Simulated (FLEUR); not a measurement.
# Ge (Cmmm) in FLEUR: settings compared

One crystal, Ge, is run at these levels: LDA, PBEsol; tasks: band structure.

Program: FLEUR MaX-R8.1 (later development tree). These are calculated values, not measurements. Logs are shortened: lines on timing, memory, paths and dates and some standing lists are left out, and cuts for length are marked.

## (1) The structure

Symmetry: Cmmm, No. 65, orthorhombic system. Conventional cell: a = 2.794 Å, b = 5.201 Å, c = 2.698 Å, α = 90.00°, β = 90.00°, γ = 90.00°. Ge (site symmetry mmm) is surrounded by 8 Ge at 2.70 to 2.95 Å.

This isn't the form of Ge at room conditions, which is diamond.

## (2) Band structure, LDA

The input, inp.xml:

```xml
<?xml version="1.0" encoding="UTF-8" standalone="no"?>
<fleurInput fleurInputVersion="0.39">
   <comment>
      Ge                                                                                                  
   </comment>
   <calculationSetup>
      <cutoffs Kmax="4.15" Gmax="12.9" GmaxXC="12.9" numbands="0"/>
      <scfLoop itmax="60" minDistance="0.00001" maxIterBroyd="15" imix="Anderson" alpha="0.05" precondParam="0.0" spinf="2.0" sdNocoIR="T"/>
      <coreElectrons ctail="T" frcor="F" kcrel="0" coretail_lmax="0"/>
      <xcFunctional name="vwn" relativisticCorrections="F"/>
      <magnetism jspins="1"/>
      <soc l_soc="F" theta="0.0" phi="0.0" spav="F"/>
      <expertModes spex="0" secvar="F"/>
      <geometryOptimization l_f="F" forcealpha="1.0" forcemix="BFGS" epsdisp="0.00001" epsforce="0.00001"/>
      <ldaU l_linMix="F" mixParam="0.05" spinf="1.0"/>
   </calculationSetup>
   <cell>
      <bzIntegration valenceElectrons="22.0" mode="hist" fermiSmearingEnergy="0.00183747">
         <kPointListSelection listName="default-1"/>
         <!-- k-points included here -->
         <xi:include xmlns:xi="http://www.w3.org/2001/XInclude" href="kpts.xml"> </xi:include>
      </bzIntegration>
      <!-- symmetry operations included here -->
      <xi:include xmlns:xi="http://www.w3.org/2001/XInclude" href="sym.xml"> </xi:include>
      <bulkLattice scale="1.0">
         <bravaisMatrix>
            <row-1>    2.6402289652587654    -4.9142630226402932     0.0000000000000000</row-1>
            <row-2>    2.6402289652587654     4.9142630226402932     0.0000000000000000</row-2>
            <row-3>    0.0000000000000000     0.0000000000000000     5.0989176109055823</row-3>
         </bravaisMatrix>
      </bulkLattice>
   </cell>
   <atomSpecies>
      <species name="Germanium (Ge)" element="Ge" atomicNumber="32">
         <mtSphere radius="2.36" gridPoints="781" logIncrement="0.016"/>
         <atomicCutoffs lmax="9" lnonsphr="9"/>
         <electronConfig flipSpins="F">
            <coreConfig>(1s1/2) (2s1/2) (2p1/2) (2p3/2)</coreConfig>
            <valenceConfig>(3s1/2) (3p1/2) (3p3/2) (4s1/2) (3d3/2) (3d5/2) (4p1/2) (4p3/2)</valenceConfig>
            <stateOccupation state="(4p1/2)" spinUp="0.333333" spinDown="0.333333"/>
            <stateOccupation state="(4p3/2)" spinUp="0.666667" spinDown="0.666667"/>
         </electronConfig>
         <energyParameters s="4" p="4" d="3" f="4"/>
         <lo type="SCLO" l="0" n="3" eDeriv="0"/>
         <lo type="SCLO" l="1" n="3" eDeriv="0"/>
         <lo type="SCLO" l="1" n="3" eDeriv="1"/>
         <lo type="HELO" l="2" n="4" eDeriv="0"/>
         <lo type="HELO" l="2" n="4" eDeriv="1"/>
         <lo type="SCLO" l="3" n="4" eDeriv="2"/>
      </species>
   </atomSpecies>
   <atomGroups>
      <atomGroup species="Germanium (Ge)">
         <relPos label="                   1">1.000/2.000 1.000/2.000 .0000000000</relPos>
         <force calculate="T" relaxXYZ="TTT"/>
      </atomGroup>
   </atomGroups>
   <output dos="F" band="F" slice="F">
      <checks vchk="F" cdinf="F"/>
      <bandDOS minEnergy="-.5*Htr" maxEnergy="0.5*Htr" sigma="0.015" storeEVData="T"/>
      <vacuumDOS vacdos="F" integ="F" star="F" nstars="0" locx1="0.0" locy1="0.0" locx2="0.0" locy2="0.0" nstm="0" tworkf="0.0"/>
      <unfoldingBand unfoldBand="F" supercellX="1" supercellY="1" supercellZ="1"/>
      <plotting iplot="0" polar="F">
         <plot TwoD="T" vec1="  1.0  0.0  0.0" vec2="  0.0  1.0  0.0" vec3="  0.0  0.0  1.0" zero="  0.0  0.0  0.0" file="plot"/>
      </plotting>
      <chargeDensitySlicing numkpt="0" minEigenval="0.0" maxEigenval="0.0" nnne="0" pallst="F"/>
      <specialOutput eonly="F"/>
      <moessbauerParams electricFieldGradient="T" isomerShift="T" coreHyperfine="T" valenceHyperfine="T"/>
      <magneticCircularDichroism mcd="F" energyLo="-10.0" energyUp="0.0"/>
   </output>
  <!-- We include the file relax.xml here to enable relaxations (see documentation) -->
  <xi:include xmlns:xi="http://www.w3.org/2001/XInclude" href="relax.xml"> <xi:fallback/> </xi:include>
</fleurInput>
```

The input, crystal.txt:

```
Ge
&input cartesian=F /
1.3971490000  -2.6005160000  0.0000000000
1.3971490000  2.6005160000  0.0000000000
0.0000000000  0.0000000000  2.6982310000
1.8897261246
1.0 1.0 1.0

1
32 0.5000000000  0.5000000000  0.0000000000

&kpt div1=11 div2=11 div3=10 gamma=T /
```

The input, inp.xml (bands):

```
<?xml version="1.0" encoding="UTF-8" standalone="no"?>
<fleurInput fleurInputVersion="0.39">
   <comment>
      Ge                                                                                                  
   </comment>
   <calculationSetup>
      <cutoffs Kmax="4.15" Gmax="12.9" GmaxXC="12.9" numbands="0"/>
      <scfLoop itmax="60" minDistance="0.00001" maxIterBroyd="15" imix="Anderson" alpha="0.05" precondParam="0.0" spinf="2.0" sdNocoIR="T"/>
      <coreElectrons ctail="T" frcor="F" kcrel="0" coretail_lmax="0"/>
      <xcFunctional name="vwn" relativisticCorrections="F"/>
      <magnetism jspins="1"/>
      <soc l_soc="F" theta="0.0" phi="0.0" spav="F"/>
      <expertModes spex="0" secvar="F"/>
      <geometryOptimization l_f="F" forcealpha="1.0" forcemix="BFGS" epsdisp="0.00001" epsforce="0.00001"/>
      <ldaU l_linMix="F" mixParam="0.05" spinf="1.0"/>
   </calculationSetup>
   <cell>
      <bzIntegration valenceElectrons="22.0" mode="hist" fermiSmearingEnergy="0.00183747">
         <kPointListSelection listName="path-1"/>
         <!-- k-points included here -->
         <xi:include xmlns:xi="http://www.w3.org/2001/XInclude" href="kpts.xml"> </xi:include>
      </bzIntegration>
      <!-- symmetry operations included here -->
      <xi:include xmlns:xi="http://www.w3.org/2001/XInclude" href="sym.xml"> </xi:include>
      <bulkLattice scale="1.0">
         <bravaisMatrix>
            <row-1>    2.6402289652587654    -4.9142630226402932     0.0000000000000000</row-1>
            <row-2>    2.6402289652587654     4.9142630226402932     0.0000000000000000</row-2>
            <row-3>    0.0000000000000000     0.0000000000000000     5.0989176109055823</row-3>
         </bravaisMatrix>
      </bulkLattice>
   </cell>
   <atomSpecies>
      <species name="Germanium (Ge)" element="Ge" atomicNumber="32">
         <mtSphere radius="2.36" gridPoints="781" logIncrement="0.016"/>
         <atomicCutoffs lmax="9" lnonsphr="9"/>
         <electronConfig flipSpins="F">
            <coreConfig>(1s1/2) (2s1/2) (2p1/2) (2p3/2)</coreConfig>
            <valenceConfig>(3s1/2) (3p1/2) (3p3/2) (4s1/2) (3d3/2) (3d5/2) (4p1/2) (4p3/2)</valenceConfig>
            <stateOccupation state="(4p1/2)" spinUp="0.333333" spinDown="0.333333"/>
            <stateOccupation state="(4p3/2)" spinUp="0.666667" spinDown="0.666667"/>
         </electronConfig>
         <energyParameters s="4" p="4" d="3" f="4"/>
         <lo type="SCLO" l="0" n="3" eDeriv="0"/>
         <lo type="SCLO" l="1" n="3" eDeriv="0"/>
         <lo type="SCLO" l="1" n="3" eDeriv="1"/>
         <lo type="HELO" l="2" n="4" eDeriv="0"/>
         <lo type="HELO" l="2" n="4" eDeriv="1"/>
         <lo type="SCLO" l="3" n="4" eDeriv="2"/>
      </species>
   </atomSpecies>
   <atomGroups>
      <atomGroup species="Germanium (Ge)">
         <relPos label="                   1">1.000/2.000 1.000/2.000 .0000000000</relPos>
         <force calculate="T" relaxXYZ="TTT"/>
      </atomGroup>
   </atomGroups>
   <output dos="F" band="T" slice="F">
      <checks vchk="F" cdinf="F"/>
      <bandDOS minEnergy="-.5*Htr" maxEnergy="0.5*Htr" sigma="0.015" storeEVData="T"/>
      <vacuumDOS vacdos="F" integ="F" star="F" nstars="0" locx1="0.0" locy1="0.0" locx2="0.0" locy2="0.0" nstm="0" tworkf="0.0"/>
      <unfoldingBand unfoldBand="F" supercellX="1" supercellY="1" supercellZ="1"/>
      <plotting iplot="0" polar="F">
         <plot TwoD="T" vec1="  1.0  0.0  0.0" vec2="  0.0  1.0  0.0" vec3="  0.0  0.0  1.0" zero="  0.0  0.0  0.0" file="plot"/>
      </plotting>
      <chargeDensitySlicing numkpt="0" minEigenval="0.0" maxEigenval="0.0" nnne="0" pallst="F"/>
      <specialOutput eonly="F"/>
      <moessbauerParams electricFieldGradient="T" isomerShift="T" coreHyperfine="T" valenceHyperfine="T"/>
      <magneticCircularDichroism mcd="F" energyLo="-10.0" energyUp="0.0"/>
   </output>
  <!-- We include the file relax.xml here to enable relaxations (see documentation) -->
  <xi:include xmlns:xi="http://www.w3.org/2001/XInclude" href="relax.xml"> <xi:fallback/> </xi:include>
</fleurInput>
```

Potentials or basis: all-electron, FLAPW.

The run is started by

```sh
$ inpgen -f crystal.txt -profile fastHighL
$ # inp.xml edited to the form shown
$ fleur_MPI
$ fleur_MPI   # second run, on inp.xml (bands)
```

Standard output:

```text
Welcome to FLEUR        (www.flapw.de)
      MaX-Release 8.1          (www.max-centre.eu)

 ========== k-point set info ==========
 Selected k-point list: default-1
 k-point list type: mesh
 11 x 11 x 10
 Number of k points: 216

 ------------Calculation Setup---------------------------
 Number of MPI-tasks      :            1
 Number of PE/node        :            1
 Number of OMP-threads    :            1
 Most efficient MPI parallelization for:
           1           2           3           4           6           8           9          12          18          24          27          36          54          72         108         216
 Additional eigenvalue parallelization possible
 Number of basis functions:          216
 Approximate size of matrices (H+S) per k-point:         0.001 GB
 --------------------------------------------------------
 Iteration:     1   Distance:       4.61549553 me/bohr^3
 Iteration:     2   Distance:       4.25328368 me/bohr^3
 Iteration:     3   Distance:       1.83042015 me/bohr^3
 Iteration:     4   Distance:       0.20608715 me/bohr^3
 Iteration:     5   Distance:       0.18674750 me/bohr^3
 Iteration:     6   Distance:       0.03059135 me/bohr^3
 Iteration:     7   Distance:       0.02298369 me/bohr^3
 Iteration:     8   Distance:       0.00303044 me/bohr^3
 Iteration:     9   Distance:       0.00050829 me/bohr^3
 Iteration:    10   Distance:       0.00044056 me/bohr^3
 Iteration:    11   Distance:       0.00001777 me/bohr^3
 Iteration:    12   Distance:       0.00001063 me/bohr^3
 Iteration:    13   Distance:       0.00000378 me/bohr^3

 ********************************************************************
 Run finished successfully
 Stop message:
   all done
 ********************************************************************
```

output (bands):

```text
Welcome to FLEUR        (www.flapw.de)
      MaX-Release 8.1          (www.max-centre.eu)

 ========== k-point set info ==========
 Selected k-point list: path-1
 k-point list type: path
 Number of k points: 60

 ------------Calculation Setup---------------------------
 Number of MPI-tasks      :            1
 Number of PE/node        :            1
 Number of OMP-threads    :            1
 Most efficient MPI parallelization for:
           1           2           3           4           5           6          10          12          15          20          30          60
 Additional eigenvalue parallelization possible
 Number of basis functions:          216
 Approximate size of matrices (H+S) per k-point:         0.001 GB
 --------------------------------------------------------
 Fermi energy correction for metals:
 Fermi energy in bands.* files may not be consistent with last density.
 Please correct it manually (e.g. in band.gnu file).

 Note: Band structure data (together with different weights) is also stored in the banddos.hdf file.
       A convenient way of extracting and plotting the data from that file is by making use of the

 ********************************************************************
 Run finished successfully
 Stop message:
   Charge density postprocessing done.
 ********************************************************************
```

out.xml (last iteration):

```text
<iteration numberForCurrentRun="   13" overallNumber="   13">
         <energyParameters units="Htr">
            <atomicEP atomType="1" spin="1" branch="4s" branchLowest="-5.72" branchHighest="0.69" value="-0.0638497449"/>
            <atomicEP atomType="1" spin="1" branch="4p" branchLowest="-3.80" branchHighest="1.32" value="0.1778457735"/>
            <atomicEP atomType="1" spin="1" branch="3d" branchLowest="-9.99" branchHighest="-0.63" value="-0.6366905907"/>
            <atomicEP atomType="1" spin="1" branch="4f" branchLowest="-9.99" branchHighest="3.17" value="0.5567057665"/>
            <loAtomicEP atomType="1" spin="1" branch="3s" branchLowest="-49.87" branchHighest="-5.72" value="-5.7207400364"/>
            <loAtomicEP atomType="1" spin="1" branch="3p" branchLowest="-43.57" branchHighest="-3.80" value="-3.7987588945"/>
            <loAtomicEP atomType="1" spin="1" branch="3p" branchLowest="-43.57" branchHighest="-3.80" value="-3.7987588945"/>
            <heloAtomicEP atomType="1" spin="1" branch="4d" branchLowest="1.84" branchHighest="1.84" value="1.8394660791"/>
            <heloAtomicEP atomType="1" spin="1" branch="4d" branchLowest="1.84" branchHighest="1.84" value="1.8394660791"/>
            <loAtomicEP atomType="1" spin="1" branch="4f" branchLowest="-9.99" branchHighest="3.17" value="0.5567078410"/>
         </energyParameters>
         <eigenvalues>
            <eigenvaluesAt spin="1" ikpt="1" k_x="0.00000000" k_y="0.00000000" k_z="0.00000000">
                      -5.7207480625       -3.7974805891       -3.7968685602       -3.7955034643       -0.6503421945
                      -0.6483015586       -0.6464391034       -0.6425845965       -0.6418773919       -0.2117675019
                       0.5039460657        0.5197530563        0.5746013565        0.6367925093        0.7213619539
                       0.8115137679        0.8122795648        0.8354546529
            </eigenvaluesAt>
            <eigenvaluesAt spin="1" ikpt="2" k_x="0.00000000" k_y="0.00000000" k_z="0.10000000">
                      -5.7207472822       -3.7974798605       -3.7968676910       -3.7955168195       -0.6496558980
                      -0.6482558986       -0.6464082723       -0.6428259980       -0.6421069234       -0.2045418256
                       0.4176530459        0.5265836479        0.5814477985        0.7053060825        0.7461873293
                       0.8180479648        0.8287318646        0.8424238526
            </eigenvaluesAt>
            <eigenvaluesAt spin="1" ikpt="3" k_x="0.00000000" k_y="0.00000000" k_z="0.20000000">
[... 20 lines left out ...]
            <totalCharge value="22.0000000000"/>
         </valenceDensity>
         <coreStates atomType="     1" atomicNumber=" 32" spin="1" kinEnergy="   1814.2261334327" eigValSum="  -1164.2778049502" lostElectrons=" 0.000000">
            <state n="1" l="0" j="0.5" energy="-401.5306453692" weight="1.0000000000"/>
            <state n="2" l="0" j="0.5" energy="-49.8686055803" weight="1.0000000000"/>
            <state n="2" l="1" j="0.5" energy="-44.3591931172" weight="1.0000000000"/>
            <state n="2" l="1" j="1.5" energy="-43.1902292042" weight="2.0000000000"/>
         </coreStates>
         <allElectronCharges>
            <spinDependentCharge spin="1" total="32.0000000" interstitial="1.6553845" mtSpheres="30.3446155"/>
            <totalCharge value="32.0000000002"/>
         </allElectronCharges>
         <moessbauerParams unitsHFF="kG" unitsIS="e/bohr^3" unitsEFG="Htr/bohr^2">
            <coreIsomerShift atomType="1" isTotal="31298.75756">
               <shell n="1" l="0" isomerShift="28416.63431"/>
               <shell n="2" l="0" isomerShift="2856.98794"/>
               <shell n="2" l="1" isomerShift="25.13531"/>
            </coreIsomerShift>
            <isomerShift atomType="1" nucleusRadius="0.0000986" averageDensity="31771.26867"/>
            <electricFieldGradient atomType="1" VXX="0.08644" VYY="0.52644" VZZ="-0.61289" asymParam="0.71791">
            </electricFieldGradient>
         </moessbauerParams>
         <totalEnergy                                    value="    -2096.1801880759" units="Htr">
            <sumOfEigenvalues                            value="    -1204.6820375776">
               <coreElectrons value="-1164.2778049502"/>
               <valenceElectrons value="-40.4042326274"/>
            </sumOfEigenvalues>
            <densityCoulombPotentialIntegral value="-3242.1228436350"/>
            <densityEffectivePotentialIntegral value="-3343.8208813589"/>
            <chargeDenXCDenIntegral value="-76.7845108703"/>
            <FockExchangeEnergyValence value="0.0000000000"/>
            <FockExchangeEnergyCore value="0.0000000000"/>
            <atomTypeDependentContributions atomType="1">
               <electronNucleiInteractionDifferentMTs value="2522.7398481283"/>
               <MadelungTerm value="-14.7332510412"/>
            </atomTypeDependentContributions>
            <tkbTimesEntropy value="0.0001489710"/>
            <freeEnergy value="-2096.1803370469"/>
            <extrapolationTo0K value="-2096.1802625614"/>
         </totalEnergy>
         <densityConvergence units="me/bohr^3">
            <chargeDensity spin="1" distance="0.0000037827"/>
         </densityConvergence>
      </iteration>
```

It took 44 s on 1 thread of Arm Neoverse V1, shared host; peak memory 0.05 GiB.

What came out:

```
Free energy                                           : -57039.9728 eV
Band gap along the path                               : none (metal or under the smearing width)
Valence electrons inside the program's atomic spheres : Ge 20.34 (radii Ge 2.36 bohr)
```

Levels at the corners of the path, in eV from the Fermi level:
| point | band 9 | band 10 | band 11 | band 12 | band 13 | band 14 |
| --- | --- | --- | --- | --- | --- | --- |
| Γ | -24.54 | -12.83 | 6.64 | 7.07 | 8.56 | 10.26 |
| X | -24.58 | -7.08 | -3.47 | -2.92 | 10.93 | 16.66 |
| S | -24.56 | -7.83 | -5.21 | 3.44 | 7.57 | 10.44 |
| R | -24.47 | -3.74 | -2.18 | -1.54 | 3.78 | 6.26 |
| A | -24.48 | -2.88 | -0.97 | -0.44 | 0.17 | 5.39 |
| Z | -24.57 | -9.11 | -5.59 | 9.83 | 11.32 | 16.00 |
| Γ | -24.54 | -12.83 | 6.64 | 7.07 | 8.56 | 10.26 |
| Y | -24.55 | -8.68 | -5.42 | 5.20 | 9.24 | 9.79 |
| X1 | -24.58 | -7.08 | -3.47 | -2.92 | 10.93 | 16.66 |
| A1 | -24.48 | -2.88 | -0.97 | -0.44 | 0.17 | 5.39 |
| T | -24.49 | -4.69 | -2.34 | -2.18 | 3.39 | 8.02 |
| Y | -24.55 | -8.68 | -5.42 | 5.20 | 9.24 | 9.79 |
| Z | -24.57 | -9.11 | -5.59 | 9.83 | 11.32 | 16.00 |
| T | -24.49 | -4.69 | -2.34 | -2.18 | 3.39 | 8.02 |

Core levels (eV from the Fermi level):
| atom | levels |
| --- | --- |
| 1 Ge | 1s1/2 -10933.3, 2s1/2 -1364.1, 2p1/2 -1214.1, 2p3/2 -1182.3 |

[end of part 1 of 2]
